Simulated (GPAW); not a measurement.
Runs of GPAW 26.7.0 on Ni. The structure is cubic, space group Fm-3m (No. 225). Conventional cell: a = 3.475 Å, b = 3.475 Å, c = 3.475 Å, α = 90.00°, β = 90.00°, γ = 90.00°. Ni (site symmetry m-3m) has 12 Ni at 2.46 Å as nearest neighbours. 

```csv
task,level,potentials or basis,eigensolver,band path,band points,V0 of scaled cells (Å³/atom),B0 (GPa)
equation of state,revPBE+D4,"the program's PAW data sets (release 1.2.1) made for this functional, pw",-,-,-,10.62,226
equation of state,PW91,"PAW data sets generated in the run's folder for this functional, pw",-,-,-,(a),206
equation of state,RPBE+D3,"the program's PAW data sets (release 1.2.1) made for this functional, pw",-,-,-,10.74,(c)
equation of state,BP86,"PAW data sets generated in the run's folder for this functional, pw",-,-,-,(b),202
equation of state,PBEsol+D3(BJ),"PAW data sets generated in the run's folder for this functional, pw",-,-,-,10.22,254
```

Alike in all rows: spin collinear, ferromagnetic start; cell as given; k mesh 11 × 11 × 11; cutoff (eV) 600; smearing fermi-dirac 0.05 eV.

Estimate the missing entries.

(a) 10.96; (b) 10.97; (c) 209.

Runs at the PBE level aren't shown here.
